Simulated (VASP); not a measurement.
Here is the system:

```
SrF2
1.0
    0.00000     2.86360     2.86360
    2.86360     0.00000     2.86360
    2.86360     2.86360     0.00000
Sr F
1 2
Direct
  0.00000   0.00000   0.00000
  0.25000   0.25000   0.25000
  0.75000   0.75000   0.75000
```

Level of theory: SCAN meta-GGA, VASP's PBE PAW potentials (set 64) (plane waves; VASP). Settings: 520 eV cut-off, 7×7×7 Γ-centred mesh, Gaussian smearing of 0.050 eV, potentials Sr_sv F.

Task: Give the stress tensor in GPa (positive for a compressed cell).

Result: 
```
2.41  0.00  0.00
0.00  2.41  0.00
0.00  0.00  2.41
```
The pressure is its mean diagonal, 2.41 GPa.

The compound is SrF2 in the fluorite structure. This cell is one point of a volume scan, at 0.97 of the reference volume.
